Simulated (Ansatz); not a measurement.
## BaS (Fm-3m): the size of the finite step

```
CELL_PARAMETERS angstrom
0.00000 3.21270 3.21270
3.21270 0.00000 3.21270
3.21270 3.21270 0.00000
ATOMIC_POSITIONS crystal
Ba 0.00000 0.00000 0.00000
S 0.50000 0.50000 0.50000
```

Unless marked otherwise, the numbers come from r²SCAN, PAW on Ansatz 0.2.0's default frozen-core files (fitted under PBE), scalar-relativistic. k mesh 6×6×6, strains of ±0.005, fixed occupations, cutoff 500 eV. The cell was relaxed by PAW under this functional.

Q: Elastic constants come from stresses at strains of ±0.005 (two-point stencil): C11 = 98.3, C12 = 17.6, C44 = 19.1 GPa. What does an amplitude of 0.08 give?

A: C11 = 112.9, C12 = 17.7, C44 = 19.3 GPa. A large step picks up anharmonic terms.

Caveats: frozen-core PAW files fitted under PBE, their cores solved anew for the functional of the run.
